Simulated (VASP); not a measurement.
# Ni (P6_3/mmc) in VASP: notebook

The runs below take Ni through single point, with PBE.

Everything below comes from runs of VASP 6.6.1. Logs are shortened: lines on timing, memory, paths and dates and some standing lists are left out, and cuts for length are marked.

### 1 The structure

The structure is hexagonal, space group P6_3/mmc (No. 194). Conventional cell: a = 2.448 Å, b = 2.448 Å, c = 4.073 Å, α = 90.00°, β = 90.00°, γ = 120.00°. Ni (site symmetry -6m2) is surrounded by 12 Ni at 2.45 to 2.48 Å.

This isn't the form of Ni at room conditions, which is fcc.

### 2 Single point, PBE, collinear spin, ferromagnetic start

INCAR

```
  ADDGRID = F
  ALGO = Normal
  EDIFF = 1E-6
  ENCUT = 450
  GGA = PE
  ISIF = 2
  ISMEAR = 0
  ISPIN = 2
  LASPH = T
  LCHARG = F
  LMAXMIX = 4
  LORBIT = 11
  LREAL = F
  LWAVE = F
  MAGMOM = 1 1
  NBANDS = 21
  NELM = 100
  PREC = Accurate
  SIGMA = 0.4
```

KPOINTS

```
k-points
0
Gamma
  13 13 7
```

POSCAR

```
Ni
1.0
    2.4480228978      0.0000000000      0.0000000000
   -1.2240114489      2.1200500186      0.0000000000
    0.0000000000      0.0000000000      4.0728075700
Ni
2
Direct
    0.6666666667      0.3333333333      0.7500000000
    0.3333333333      0.6666666667      0.2500000000
```

Potentials or basis: VASP PAW PBE potentials, release 64 (Ni).

Started as:

```bash
> cat potpaw_PBE.64/Ni/POTCAR > POTCAR
> mpirun -np 1 vasp_std > vasp.out
```

OUTCAR:

```text
EDIFF = 1E-6
   ENCUT = 450
   GGA = PE
   ISIF = 2
   ISMEAR = 0
   ISPIN = 2
   LASPH = T
   LORBIT = 11
   LREAL = F
   NELM = 100
   PREC = Accurate

 Found     84 irreducible k-points:

 Following reciprocal coordinates:
            Coordinates               Weight
  0.000000  0.000000  0.000000      1.000000
  0.076923 -0.000000  0.000000      6.000000
  0.153846  0.000000  0.000000      6.000000
  0.230769 -0.000000  0.000000      6.000000
  0.307692  0.000000  0.000000      6.000000
  0.384615  0.000000  0.000000      6.000000
   k-points           NKPTS =     84   k-points in BZ     NKDIM =     84   number of bands    NBANDS=     21
   number of dos      NEDOS =    301   number of ions     NIONS =      2
   total plane-waves  NPLWV =   9072
   dimension x,y,z NGX =    18 NGY =   18 NGZ =   28
   dimension x,y,z NGXF=    36 NGYF=   36 NGZF=   56
   ions per type =               2
   NGX,Y,Z   is equivalent  to a cutoff of  12.22, 12.22, 11.43 a.u.
   NGXF,Y,Z  is equivalent  to a cutoff of  24.45, 24.45, 22.86 a.u.
 SYSTEM =  unknown system
   PREC   = accura    normal or accurate (medium, high low for compatibility)
   ISTART =      0    job   : 0-new  1-cont  2-samecut
   ICHARG =      2    charge: 1-file 2-atom 10-const
   ISPIN  =      2    spin polarized calculation?
   LNONCOLLINEAR =      F non collinear calculations
   LSORBIT =      F    spin-orbit coupling
   LASPH  =      T    aspherical Exc in radial PAW
   ENCUT  =  450.0 eV  33.07 Ry    5.75 a.u.   4.23  4.23  7.04*2*pi/ulx,y,z
   NELM   =    100;   NELMIN=  2; NELMDL= -5     # of ELM steps
   EDIFF  = 0.1E-05   stopping-criterion for ELM
   LREAL  =      F    real-space projection
   EDIFFG = 0.1E-04   stopping-criterion for IOM
   NSW    =      0    number of steps for IOM
   IBRION =     -1    ionic relax: 0-MD 1-quasi-New 2-CG
   NFREE  =      0    steps in history (QN), initial steepest desc. (CG)
   ISIF   =      2    stress and relaxation
   ISYM   =      2    0-nonsym 1-usesym 2-fastsym
   POTIM  = 0.5000    time-step for ionic-motion
   TEBEG  =    0.0;   TEEND  =   0.0 temperature during run
   PSTRESS=    0.0 pullay stress
   NELECT =      20.0000    total number of electrons
   NUPDOWN=      -1.0000    fix difference up-down
   EMIN   =  10.00;   EMAX   =-10.00  energy-range for DOS
   EFERMI =   0.00;   METHOD = LEGACY
   ISMEAR =     0;   SIGMA  =   0.40  broadening in eV -4-tet -1-fermi 0-gaus
   EFERMI_NEDOS =   21; number of points for ismear=-14 and -15
   IALGO  =     38    algorithm
   IMIX   =      4    mixing-type and parameters
     AMIX     =   0.40;   BMIX     =  1.00
     AMIX_MAG =   1.60;   BMIX_MAG =  1.00
  volume/ion in A,a.u.               =      10.57        71.32
  Fermi-wavevector in a.u.,A,eV,Ry     =   1.607187  3.037143 35.144518  2.583049
  Thomas-Fermi vector in A             =   2.703255
   LORBIT       =     11    0 simple, 1 ext, 2 COOP (PROOUT), +10 PAW based schemes
   GGA     = PE    functional components
   LHFCALC =     F    Hartree Fock is set to
   AEXX    =    0.0000 exact exchange contribution
   IVDW    =     0    specifies the selected vdW correction
   LEPSILON=     F    determine dielectric tensor
   LRPA    =     F    only Hartree local field effects (RPA)
 spin polarized calculation
 Gauss-broadening in eV      SIGMA  =   0.40
  energy-cutoff  :      450.00
  volume of cell :       21.14
 maximum number of plane-waves:       476
 NGX is ok and might be reduce to    18
   NGX =  9   NGY =  9   NGZ = 15

 number of electron      19.9999992 magnetization       1.1436386

 Free energy of the ion-electron system (eV)
  ---------------------------------------------------
  ext. energy  EPLUGINS =         0.00000000
  ---------------------------------------------------
  free energy    TOTEN  =       -11.02213295 eV

  energy without entropy =      -10.75040106  energy(sigma->0) =      -10.88626701

 E-fermi :   9.7979     XC(G=0): -13.4261

 val. band max:        9.7951020313   @ k =   0.2308   0.0769   0.2857
 cond. band min:       9.8060204222   @ k =   0.0769  -0.0000   0.0000
 fundamental gap:      0.0109183908
 Fermi energy:         9.7978974348

 spin component 1

 k-point     1 :       0.0000    0.0000    0.0000
  band No.  band energies     occupation
      1       0.5737      1.00000
      2       4.8148      1.00000
      3       7.2821      1.00000
      4       7.4414      1.00000
      5       7.4414      1.00000
      6       7.7063      1.00000
[... 13 lines left out ...]
     20      36.5564      0.00000
     21      40.4793      0.00000
[... 97 lines left out ...]
 k-point     6 :       0.3846    0.0000    0.0000
  band No.  band energies     occupation
      1       4.5967      1.00000
      2       5.5451      1.00000
      3       5.8032      1.00000
      4       7.0095      1.00000
      5       7.5072      1.00000
      6       7.5321      1.00000
[... 13 lines left out ...]
     20      35.8367      0.00000
     21      38.0891      0.00000

 [... further k-points ...]

 spin component 2

 k-point     1 :       0.0000    0.0000    0.0000
  band No.  band energies     occupation
      1       0.5524      1.00000
      2       5.1658      1.00000
      3       7.9039      1.00000
      4       8.0468      1.00000
      5       8.0468      1.00000
      6       8.3281      1.00000
[... 13 lines left out ...]
     20      36.6353      0.00000
     21      40.5496      0.00000
[... 97 lines left out ...]
 k-point     6 :       0.3846    0.0000    0.0000
  band No.  band energies     occupation
      1       4.7408      1.00000
      2       6.0188      1.00000
      3       6.2263      1.00000
      4       7.3835      1.00000
      5       8.0657      1.00000
      6       8.0916      1.00000
[... 13 lines left out ...]
     20      35.9308      0.00000
     21      38.1406      0.00000

 [... further k-points ...]

------------------------ aborting loop because EDIFF is reached ----------------------------------------

  FORCE on cell =-STRESS in cart. coord.  units (eV):
  Direction    XX          YY          ZZ          XY          YZ          ZX
  --------------------------------------------------------------------------------------
  -------------------------------------------------------------------------------------
  Total        1.1981269      1.1981269      0.6251184      0.0000000     -0.0000000      0.0000000
  in kB       90.8150728     90.8150728     47.3824383      0.0000000     -0.0000000      0.0000000
  external PRESSURE =      76.3375280 kB  Pullay stress =       0.0000000 kB

 VOLUME and BASIS-vectors are now :
 -----------------------------------------------------------------------------
  energy-cutoff  :      450.00
  volume of cell :       21.14
      direct lattice vectors                 reciprocal lattice vectors
     2.448022898  0.000000000  0.000000000     0.408492911  0.235843492  0.000000000
    -1.224011449  2.120050019  0.000000000     0.000000000  0.471686984  0.000000000
     0.000000000  0.000000000  4.072807570     0.000000000  0.000000000  0.245530873

 POSITION                                       TOTAL-FORCE (eV/Angst)
 -----------------------------------------------------------------------------------
      1.22401      0.70668      3.05461         0.000000     -0.000000      0.000000
     -0.00000      1.41337      1.01820        -0.000000      0.000000      0.000000
 -----------------------------------------------------------------------------------
    total drift:                               -0.000000      0.000000     -0.000000

  FREE ENERGIE OF THE ION-ELECTRON SYSTEM (eV)
  ---------------------------------------------------
  free  energy   TOTEN  =       -11.0221329546 eV

  energy  without entropy=      -10.7504010573  energy(sigma->0) =      -10.88626701

 total charge

# of ion       s       p       d       tot
------------------------------------------
    1        0.510   0.523   8.331   9.364
    2        0.510   0.523   8.331   9.364
--------------------------------------------------
tot          1.019   1.047  16.663  18.729

 magnetization (x)

# of ion       s       p       d       tot
------------------------------------------
    1       -0.005  -0.022   0.606   0.579
    2       -0.005  -0.022   0.606   0.579
--------------------------------------------------
tot         -0.009  -0.044   1.211   1.158
```

OSZICAR:

```text
N       E                     dE             d eps       ncg     rms          rms(c)
DAV:   1     0.889694797495E+02    0.88969E+02   -0.83101E+03  7624   0.127E+03
DAV:   2    -0.792466019771E+01   -0.96894E+02   -0.89255E+02  7176   0.220E+02
DAV:   3    -0.129954671824E+02   -0.50708E+01   -0.48861E+01  8079   0.581E+01
DAV:   4    -0.130550193829E+02   -0.59552E-01   -0.59518E-01  8177   0.592E+00
DAV:   5    -0.130565865291E+02   -0.15671E-02   -0.15671E-02  8230   0.955E-01    0.145E+01
DAV:   6    -0.116461477664E+02    0.14104E+01   -0.68422E+00  8328   0.566E+01    0.833E+00
DAV:   7    -0.110591008880E+02    0.58705E+00   -0.14254E+00  8154   0.228E+01    0.282E+00
DAV:   8    -0.110274907349E+02    0.31610E-01   -0.11523E-02 10357   0.143E+00    0.132E+00
DAV:   9    -0.110233215922E+02    0.41691E-02   -0.59905E-04 10369   0.253E-01    0.400E-01
DAV:  10    -0.110221264175E+02    0.11952E-02   -0.14670E-04 11923   0.209E-01    0.103E-01
DAV:  11    -0.110221323184E+02   -0.59009E-05   -0.19658E-05  8086   0.440E-02    0.261E-02
DAV:  12    -0.110221329546E+02   -0.63618E-06   -0.91148E-07  6756   0.132E-02
   1 F= -.11022133E+02 E0= -.10886267E+02  d E =-.271732E+00  mag=     1.1427
```

Run time: 22 s. Hardware: 1 thread of AMD EPYC 9R45 (Zen 5), shared host; peak memory 0.13 GiB.

These settings aren't checked as converged: the numbers below hold their error.

What came out:

* Free energy: -11.0221 eV
* Pressure: 7.6 GPa
* Band gap on the k mesh: none (metal or under the smearing width)
* Net moment: 1.14 μB per cell
* Site moments: Ni +0.58 μB
* Valence electrons inside the program's atomic spheres: Ni 9.36

(Continued in part 2 of 2.)
